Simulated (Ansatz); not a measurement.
Set up this calculation in Ansatz 0.2.0, as the native input.

- Task: band structure
- Functional: RPBE
- Potentials or basis: Ansatz PAW
- Cutoff: 420 eV (not typed: the program's choice for these potentials)
- k mesh: 12 × 12 × 12
- Occupations: fermi-dirac, width 0.05 eV
- Spin: no spin polarisation
- Path: [["G", "X", "W", "K", "G", "L", "U", "W", "L", "K"], ["U", "X"]]
- Points for each segment of the path: 14

Rh:

```xyz
1
Lattice="0.0000 1.8979 1.8979 1.8979 0.0000 1.8979 1.8979 1.8979 0.0000" Properties=species:S:1:pos:R:3 pbc="T T T"
Rh    0.0000    0.0000    0.0000
```

These files were run (other wordings do the same):

input.yaml

```yaml
crystal:
  lattice:
    - [0.0, 1.89785, 1.89785]
    - [1.89785, 0.0, 1.89785]
    - [1.89785, 1.89785, 0.0]
  atoms:
    - { symbol: Rh, position: [0.0, 0.0, 0.0] }
hamiltonian:
  xc: rpbe
  pseudopotentials: { kind: paw }
kpoints:
  mp_grid: { grid: [12, 12, 12] }
  band_path:
    path:
      - [[0.0, 0.0, 0.0], [0.5, 0.0, 0.5], [0.5, 0.25, 0.75], [0.375, 0.375, 0.75], [0.0, 0.0, 0.0], [0.5, 0.5, 0.5], [0.625, 0.25, 0.625], [0.5, 0.25, 0.75], [0.5, 0.5, 0.5], [0.375, 0.375, 0.75]]
      - [[0.625, 0.25, 0.625], [0.5, 0.0, 0.5]]
    npoints: 14
scf:
  occupations: { method: fermi_dirac, width: 0.05 }
  n_extra_bands: 6
output:
  forces: true
  stress: true
  eigenvalues: true
  fatbands: false
```

Potentials or basis: Ansatz PAW.

The run is started by

```sh
$ ansatz run input.yaml --threads 2 --pin off --max-ram 5632MiB --backend cpu --events-out ev --progress --plain --runs-dir out
```

Results of the run:

| Quantity | Value |
| --- | --- |
| Pressure | 12.0 GPa |
| Band gap on the k mesh | none (metal or under the smearing width) |

Caveat: the PAW data sets come from PBE, with cores solved anew for the run's functional, which leaves a small shift of forces and pressure.

Wall time 1.2 s on 2 threads of Arm Neoverse V1, on a shared host, peak memory 0.25 GiB.
